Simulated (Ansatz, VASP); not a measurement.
## Sb in VASP and in Ansatz

```
CELL_PARAMETERS angstrom
3.09114 0.00000 0.00000
0.00000 6.39325 0.00000
0.00000 0.00000 8.52086
ATOMIC_POSITIONS crystal
Sb 0.50000 0.74583 0.31962
Sb 0.50000 0.25417 0.31962
Sb 0.50000 0.74583 0.68038
Sb 0.50000 0.25417 0.68038
Sb 0.50000 0.50000 0.00000
```

Alike in both runs: functional PBE; k mesh 6 × 4 × 2; occupations gaussian, width 0.1 eV; no spin polarisation.

Ansatz relaxed the structure, and its values are those at the end. VASP's run is a single point on that final structure, the one shown.

```csv
,VASP,Ansatz
version,VASP 6.6.1,Ansatz 0.2.0
potentials or method,"VASP PAW PBE potentials, release 64 (Sb)","scalar-relativistic, plane waves, PAW"
plane-wave cutoff (eV),520,420
valence electrons in the cell,25,75
```

```csv
,VASP,Ansatz,Ansatz less VASP
gap on the k mesh at the Fermi level (eV),none,none,-
pressure (GPa),0.0,0.0,+0.02
rms of the force components (eV/Å),0.006,0.006,+0.0004
```

A gap of «none» marks a metal or a gap that the smearing closes. The functional is the same, so the differences come from potentials, cutoffs and numerics. The two sets of potentials don't hold the same shells in valence.

Caveats: the k mesh is coarse (spacing up to 0.37 Å⁻¹), so the values aren't converged. The runs have no spin-orbit coupling, so splittings on Sb are missing.
